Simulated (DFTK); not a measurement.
# Bi (Im-3m) in DFTK: a series of runs

Aim: see how the results for Bi move with the level of theory and the settings. Levels: PBE, AM05, LDA, BJ06. Tasks: band structure, equation of state.

All numbers are computed with DFTK 0.8.2; they aren't measurements. Logs are shortened: lines on timing, memory, paths and dates and some standing lists are left out, and cuts for length are marked.

### 1 The crystal as given

It takes space group Im-3m (No. 229, cubic). Conventional cell: a = 3.963 Å, b = 3.963 Å, c = 3.963 Å, α = 90.00°, β = 90.00°, γ = 90.00°. Bi (site symmetry m-3m) has 8 Bi at 3.43 Å as nearest neighbours.

This isn't the form of Bi at room conditions, which is rhombohedral.

### 2 Band structure, PBE

File run.jl:

```julia
using DFTK
using PseudoPotentialData
using Unitful, UnitfulAtomic
using LinearAlgebra, Printf
include("save.jl")
disable_threading()

lines = readlines("Bi.cif")
tag(name) = parse(Float64, split(only(filter(startswith(name), lines)))[2])
a, b, c = tag.(["_cell_length_a", "_cell_length_b", "_cell_length_c"])
α, β, γ = deg2rad.(tag.(["_cell_angle_alpha", "_cell_angle_beta", "_cell_angle_gamma"]))
cx, cy  = cos(β), (cos(α) - cos(β) * cos(γ)) / sin(γ)
lattice = austrip(1u"Å") * [a b*cos(γ) c*cx; 0 b*sin(γ) c*cy; 0 0 c*sqrt(1 - cx^2 - cy^2)]
sites     = split.(lines[findlast(startswith("_atom_site_"), lines)+1:end])
symbols   = [Symbol(s[2]) for s in sites]
positions = [parse.(Float64, s[5:7]) for s in sites]
pseudopotentials = Dict(:Bi => "Bi.upf")
elements = Dict(s => ElementPsp(s, pseudopotentials; rcut=10.0) for s in unique(symbols))
atoms    = [elements[s] for s in symbols]

build_model(lattice, positions; symmetries=true) =
    model_DFT(lattice, atoms, positions;
              functionals=PBE(),
              temperature=austrip(0.05u"eV"),
              smearing=Smearing.FermiDirac(),
              symmetries)
Ecut  = 30.0  # hartree
kgrid = [9, 9, 9]
tol   = 1e-6
to_GPa = ustrip(uconvert(u"GPa", 1u"hartree/bohr^3"))

model = build_model(lattice, positions)
basis = PlaneWaveBasis(model; Ecut, kgrid)
display(basis)
scfres = self_consistent_field(basis;
                               tol,
                               nbandsalg=AdaptiveBands(model; n_bands_converge=12))
display(scfres.energies)
@printf "Fermi level: %.6f eV\n" ustrip(auconvert(u"eV", something(scfres.εF, NaN)))
forces = compute_forces_cart(scfres)
println("Forces (eV/Å)")
for (s, f) in zip(symbols, forces)
    @printf "%-3s %12.6f %12.6f %12.6f\n" s ustrip.(auconvert.(u"eV/Å", f))...
end
stress = compute_stresses_cart(scfres)
println("Stress (GPa)")
display(round.(stress * to_GPa; digits=4))
println("Levels at the first k-point (eV): ", round.(ustrip.(auconvert.(u"eV", scfres.eigenvalues[1][1:scfres.n_bands_converge])); digits=4))
save_scf!(scfres; forces, stress)

points = Dict("G" => [0.0, 0.0, 0.0], "H" => [0.5, -0.5, 0.5], "P" => [0.25, 0.25, 0.25], "N" => [0.0, 0.0, 0.5])
segments = [("G", "H", 10), ("H", "N", 7), ("N", "G", 7), ("G", "P", 8), ("P", "H", 8), ("P", "N", 5)]
kcoords = vcat([[points[a] + t * (points[b] - points[a]) for t in range(0, 1, n)] for (a, b, n) in segments]...)
bands = compute_bands(scfres, ExplicitKpoints(kcoords); n_bands=14, tol=1e-5)
for (k, ε) in zip(bands.basis.kpoints, bands.eigenvalues)
    @printf "%d %8.4f %8.4f %8.4f " k.spin k.coordinate...
    println(join([@sprintf("%9.4f", e) for e in ustrip.(auconvert.(u"eV", ε .- scfres.εF))]))
end
results["band_energies"] = rows(bands.eigenvalues); results["band_kpoints"] = rows(kcoords)
```

File Bi.cif:

```cif
data_Bi
_cell_length_a 3.43193835
_cell_length_b 3.43193835
_cell_length_c 3.43193835
_cell_angle_alpha 109.47122063
_cell_angle_beta 109.47122063
_cell_angle_gamma 109.47122063
_space_group_name_H-M_alt 'P1'
_space_group_name_Hall 'P 1'
_space_group_IT_number 1
loop_
_space_group_symop_operation_xyz
'x,y,z'
loop_
_atom_site_label
_atom_site_type_symbol
_atom_site_symmetry_multiplicity
_atom_site_Wyckoff_symbol
_atom_site_fract_x
_atom_site_fract_y
_atom_site_fract_z
_atom_site_occupancy
Bi1 Bi 1 a 0.0000000000 0.0000000000 0.0000000000 1
```

Potentials or basis: SPMS 1.0 (PBE).

On the command line:

```console
$ julia --threads=1 run.jl  # save.jl only writes the numbers to a file and isn't shown; printed stress counts tension as positive; times include loading and compiling
```

Log:

```text
PlaneWaveBasis discretization:

    Ecut                 : 30.0 Ha
    fft_size             : (36, 36, 36), 46656 total points
    kgrid                : MonkhorstPack([9, 9, 9])
    num.   red. kpoints  : 729
    num. irred. kpoints  : 35

    Discretized Model(gga_x_pbe+gga_c_pbe, 3D):
        lattice (in Bohr)    : [6.48542   , -2.16181  , -2.16181  ]
                               [0         , 6.11452   , -3.05726  ]
                               [0         , 0         , 5.29533   ]
        unit cell volume     : 209.99 Bohr³

        atoms                : Bi
        atom potentials      : ElementPsp(:Bi, "Bi.upf")

        num. electrons       : 15
        spin polarization    : none
        temperature          : 0.0018375 Ha
        smearing             : DFTK.Smearing.FermiDirac()

        terms                : Kinetic()
                               AtomicLocal()
                               AtomicNonlocal()
                               Ewald(nothing)
                               PspCorrection()
                               Hartree()
                               Xc(gga_x_pbe, gga_c_pbe)
                               Entropy()
n     Energy            log10(ΔE)   log10(Δρ)   Diag   Δtime
---   ---------------   ---------   ---------   ----   ------
  1   -76.74524059369                   -1.78    4.5    5.59s
  2   -76.74568090792       -3.36       -2.13    1.0    4.05s
  3   -76.74572763855       -4.33       -2.65    2.8    3.63s
  4   -76.74572802378       -6.41       -3.31    1.6    3.79s
  5   -76.74572818311       -6.80       -4.10    2.4    3.10s
  6   -76.74572818816       -8.30       -4.93    2.5    4.00s
  7   -76.74572818843       -9.57       -5.89    2.7    4.58s
  8   -76.74572818843      -11.66       -6.76    3.1    3.15s
Energy breakdown (in Ha):
    Kinetic             31.5719266
    AtomicLocal         -37.2675539
    AtomicNonlocal      -13.9176058
    Ewald               -54.6707114
    PspCorrection       3.9440418
    Hartree             12.3760616
    Xc                  -18.7817345
    Entropy             -0.0001525

    total               -76.745728188433
Fermi level: 5.582555 eV
Forces (eV/Å)
Bi      0.000000    -0.000000     0.000000
Stress (GPa)
3×3 StaticArraysCore.SMatrix{3, 3, Float64, 9} with indices SOneTo(3)×SOneTo(3):
 -0.9569   0.0     -0.0
 -0.0     -0.9569   0.0
 -0.0      0.0     -0.9569
Levels at the first k-point (eV): [-17.4817, -17.4817, -17.4817, -17.3547, -17.3547, -7.9591, 10.6801, 10.6801, 10.6801, 14.6551, 16.4911, 16.4911]
1   0.0000   0.0000   0.0000  -23.0643 -23.0643 -23.0643 -22.9372 -22.9372 -13.5416   5.0975   5.0975   5.0975   9.0725  10.9086  10.9086  10.9086  11.6597
1   0.0556  -0.0556   0.0556  -23.0600 -23.0600 -23.0585 -22.9413 -22.9367 -13.4290   4.1514   4.7322   4.7322   9.8337   9.9488  10.3214  10.3214  11.7289
1   0.1111  -0.1111   0.1111  -23.0472 -23.0472 -23.0417 -22.9530 -22.9368 -13.0941   2.5015   3.7863   3.7863   8.3724  10.1994  10.1994  11.1394  11.9385
1   0.1667  -0.1667   0.1667  -23.0261 -23.0261 -23.0162 -22.9711 -22.9419 -12.5474   0.9293   2.5852   2.5852   7.0693  10.6492  10.6492  11.9796  12.2931
1   0.2222  -0.2222   0.2222  -22.9978 -22.9978 -22.9935 -22.9848 -22.9561 -11.8124  -0.3844   1.3774   1.3774   5.9688  11.5050  11.5050  12.7177  12.7986
1   0.2778  -0.2778   0.2778  -23.0177 -22.9805 -22.9647 -22.9647 -22.9516 -10.9367  -1.3706   0.2925   0.2925   5.0759  11.0254  12.6669  12.6669  13.4580
[... 37 lines left out ...]
1   0.0625   0.0625   0.4375  -23.0965 -23.0346 -22.9447 -22.9435 -22.8653 -10.4261  -4.9129   0.6264   2.4728   7.2670   8.7650  12.9773  14.3313  16.5032
1   0.0000   0.0000   0.5000  -23.1037 -23.0412 -22.9448 -22.9436 -22.8532 -10.4943  -5.0910   1.5741   3.4757   5.9421   7.5459  12.7502  14.1911  16.4426
```

It took 2.1 min on 1 thread of Intel Xeon Platinum 8259CL at 2.50GHz (Skylake/Cascade Lake), shared host; peak memory 1.5 GiB.

What came out:

| Item | Value |
| --- | --- |
| Free energy | -2088.3577 eV |
| Pressure | 1.0 GPa |
| Band gap on the k mesh | none (metal or under the smearing width) |

Levels at the corners of the path, in eV from the Fermi level:
```
point  band 4  band 5  band 6  band 7  band 8  band 9  band 10  band 11
    Γ  -22.94  -22.94  -13.54    5.10    5.10    5.10     9.07    10.91
    H  -22.87  -22.87   -8.39   -1.81   -1.81   -1.81     3.51     3.51
    N  -22.94  -22.85  -10.49   -5.09    1.57    3.48     5.94     7.55
    Γ  -22.94  -22.94  -13.54    5.10    5.10    5.10     9.07    10.91
    P  -22.94  -22.94   -9.96   -2.35   -2.35   -2.35    15.08    15.08
    H  -22.87  -22.87   -8.39   -1.81   -1.81   -1.81     3.51     3.51
    P  -22.94  -22.94   -9.96   -2.35   -2.35   -2.35    15.08    15.08
    N  -22.94  -22.85  -10.49   -5.09    1.57    3.48     5.94     7.55
```

Caveat: spin-orbit coupling is left out, which moves the levels of the heavy elements.

### 3 Equation of state, AM05

File run.jl:

```julia
using DFTK
using PseudoPotentialData
using Unitful, UnitfulAtomic
using LinearAlgebra, Printf
include("save.jl")
disable_threading()

lines     = readlines("Bi.xyz")
cell_ang  = reshape(parse.(Float64, split(match(r"Lattice=\"([^\"]+)\"", lines[2])[1])), 3, 3)
lattice   = austrip(1u"Å") * cell_ang
symbols   = [Symbol(split(l)[1]) for l in lines[3:end]]
positions = [round.(cell_ang \ parse.(Float64, split(l)[2:4]); digits=9) for l in lines[3:end]]
pseudopotentials = PseudoFamily("cp2k.nc.sr.pbe.v0_1.semicore.gth")
elements = Dict(s => ElementPsp(s, pseudopotentials) for s in unique(symbols))
atoms    = [elements[s] for s in symbols]

build_model(lattice, positions; symmetries=true) =
    model_DFT(lattice, atoms, positions;
              functionals=[:gga_x_am05, :gga_c_am05],
              temperature=austrip(0.05u"eV"),
              smearing=Smearing.FermiDirac(),
              symmetries)
Ecut  = 39.0  # hartree
kgrid = [7, 7, 7]
tol   = 1e-6
to_GPa = ustrip(uconvert(u"GPa", 1u"hartree/bohr^3"))

results["points"] = []
for scale in [0.94, 0.96, 0.98, 1.0, 1.02, 1.04, 1.06]
    println("\n=== scale = ", scale)
    model = build_model(cbrt(scale) * lattice, positions)
    basis = PlaneWaveBasis(model; Ecut, kgrid)
    t0 = time()
    scfres = self_consistent_field(basis;
                                   tol,
                                   nbandsalg=AdaptiveBands(model; n_bands_converge=12))
    seconds = time() - t0
    @printf "SCF: %d iterations, %.1f s\n" scfres.n_iter seconds
    forces = compute_forces_cart(scfres)
    stress = compute_stresses_cart(scfres)
    @printf "V = %.5f Å^3  F = %.8f Ha  max force = %.5f eV/Å  p = %.4f GPa\n" ustrip(auconvert(u"Å^3", model.unit_cell_volume)) scfres.energies.total ustrip(auconvert(u"eV/Å", maximum(norm, forces))) (-tr(stress) / 3 * to_GPa)
    push!(results["points"], save_scf!(scfres; forces, stress, d=Dict{String,Any}("seconds" => seconds, "n_matvec" => get(scfres, :n_matvec, 0))))
end

# third-order Birch-Murnaghan fit in x = V^(-2/3)
V = [0.94, 0.96, 0.98, 1.0, 1.02, 1.04, 1.06] * abs(det(lattice))
E = [p["total"] for p in results["points"]]
x = V .^ (-2 / 3)
c = [x .^ 0 x x .^ 2 x .^ 3] \ E
Δ = c[3]^2 - 3c[2] * c[4]
if Δ > 0
    x0 = (-c[3] + sqrt(Δ)) / 3c[4]
    B0 = 4 / 9 * x0^(7 / 2) * (2c[3] + 6c[4] * x0)
    @printf "V0 = %.4f Å^3  B0 = %.2f GPa\n" ustrip(auconvert(u"Å^3", x0^(-3 / 2))) B0 * to_GPa
end
```

File Bi.xyz:

```xyz
1
Lattice="-1.9814305318 1.9814305318 1.9814305318 1.9814305318 -1.9814305318 1.9814305318 1.9814305318 1.9814305318 -1.9814305318" Properties=species:S:1:pos:R:3 pbc="T T T"
Bi     0.0000000000      0.0000000000      0.0000000000
```

Potentials or basis: cp2k.nc.sr.pbe.v0_1.semicore.gth (PBE, GTH).

On the command line:

```console
$ julia --threads=1 run.jl  # save.jl only writes the numbers to a file and isn't shown; printed stress counts tension as positive; times include loading and compiling
```

Run time: 4.8 min. Hardware: 1 thread of Intel Xeon Platinum 8259CL at 2.50GHz (Skylake/Cascade Lake), shared host; peak memory 1.5 GiB.

The run converged. Its results:

* Equilibrium volume: 30.81 Å³/atom (rough: see the caveat)
* Bulk modulus: 58 GPa (rough)

Energy against volume, from the lowest point:
```csv
volume (Å³/atom),energy (meV/atom)
29.250,15.05
29.872,4.86
30.495,0.00
31.117,0.00
31.739,4.26
32.362,12.33
32.984,23.82
```

Caveat: the cutoff is short for these potentials, so energies and forces aren't converged, fitted volumes are rough and the log's stress (off by 3 to 10 GPa or more in trials) isn't used; the potentials were made for another functional, which shifts forces and pressure; spin-orbit coupling is left out, which moves the levels of the heavy elements.

### 4 Equation of state, LDA

Edit run.jl of step 3 so:

```diff
@@ -12,3 +12,3 @@
 positions = [round.(cell_ang \ parse.(Float64, split(l)[2:4]); digits=9) for l in lines[3:end]]
-pseudopotentials = PseudoFamily("cp2k.nc.sr.pbe.v0_1.semicore.gth")
+pseudopotentials = PseudoFamily("dojo.nc.sr.lda.v0_4_1.standard.upf")
 elements = Dict(s => ElementPsp(s, pseudopotentials) for s in unique(symbols))
@@ -18,3 +18,3 @@
     model_DFT(lattice, atoms, positions;
-              functionals=[:gga_x_am05, :gga_c_am05],
+              functionals=LDA(),
               temperature=austrip(0.05u"eV"),
@@ -22,3 +22,3 @@
               symmetries)
-Ecut  = 39.0  # hartree
+Ecut  = 35.0  # hartree
 kgrid = [7, 7, 7]
```

Bi.xyz is that of step 3.

Potentials or basis: dojo.nc.sr.lda.v0_4_1.standard.upf (LDA).

On the command line:

```console
$ julia --threads=1 run.jl  # save.jl only writes the numbers to a file and isn't shown; printed stress counts tension as positive; times include loading and compiling
```

It took 7.1 min on 1 thread of Intel Xeon Platinum 8259CL at 2.50GHz (Skylake/Cascade Lake), shared host; peak memory 1.5 GiB.

The run converged. Its results:

| Quantity | Value |
| --- | --- |
| Equilibrium volume | 29.90 Å³/atom |
| Bulk modulus | 63 GPa |
| Pressure derivative of the bulk modulus | 4.5 |

Energy against volume, from the lowest point:
```
volume (Å³/atom)  energy (meV/atom)
          29.250               2.87
          29.872               0.00
          30.495               2.25
          31.117               9.06
          31.739              19.94
          32.362              34.45
          32.984              52.19
```

Caveat: spin-orbit coupling is left out, which moves the levels of the heavy elements.

(Part 1 of 2 ends here.)
